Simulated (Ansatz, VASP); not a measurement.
**One calculation of GaP2, two programs**

Contents of INCAR:

```
SYSTEM = GaP2
  PREC = Accurate
  ENCUT = 520
  EDIFF = 1E-6
  ISMEAR = 0
  SIGMA = 0.1
  LREAL = .FALSE.
  LASPH = .TRUE.
  NELM = 60
  ALGO = Normal
  ISIF = 2
  LWAVE = .FALSE.
  LCHARG = .FALSE.
  GGA = PE
  NBANDS = 18
```

Contents of KPOINTS:

```
regular mesh
0
G
  6 6 4
  0 0 0
```

The input POSCAR:

```
GaP2
1.0
    3.2382797400      0.0000000000      0.0000000000
    0.0000000000      3.2382797400      0.0000000000
    0.0000000000      0.0000000000      6.6162048200
Ga P
1 2
Direct
    0.0000000000      0.0000000000      0.5000000000
    0.0000000000      0.0000000000      0.7497833900
    0.0000000000      0.0000000000      0.2502166100
```

Input for Ansatz:

```yaml
crystal:
  lattice:
    - [3.23827974, 0.0, 0.0]
    - [0.0, 3.23827974, 0.0]
    - [0.0, 0.0, 6.61620482]
  atoms:
    - { symbol: Ga, position: [0.0, 0.0, 0.5] }
    - { symbol: P, position: [0.0, 0.0, 0.74978339] }
    - { symbol: P, position: [0.0, 0.0, 0.25021661] }
basis:
  ecutwfc: 420
kpoints:
  mp_grid: { grid: [6, 6, 4] }
hamiltonian:
  xc: pbe
scf:
  occupations: { method: gaussian, width: 0.1 }
  lower_state_search: "off"
output:
  forces: true
  stress: true
  eigenvalues: true
```

Alike in both runs: task single point; functional PBE; k mesh 6 × 6 × 4; occupations gaussian, width 0.1 eV; no spin polarisation.

|  | VASP | Ansatz |
| --- | --- | --- |
| version | VASP 6.6.1 | Ansatz 0.2.0 |
| potentials or method | VASP PAW PBE potentials, release 64 (Ga_d, P) | scalar-relativistic, plane waves, PAW |
| plane-wave cutoff (eV) | 520 | 420 |
| valence electrons in the cell | 23 | 23 |

Ansatz gave:

```
gap on the k mesh at the Fermi level (eV) : none
rms of the force components (eV/Å)        : 11.822
```

Problem. What did VASP give for the same quantities?

Solution. gap on the k mesh at the Fermi level (eV): none; rms of the force components (eV/Å): 11.981.

Atom by atom the forces differ by 0.159 eV/Å (rms over components). A gap of «none» marks a metal or a gap that the smearing closes.

Caveats: forces of over 1 eV/Å show positions far from the minimum, so gaps and moduli don't describe the material at rest.
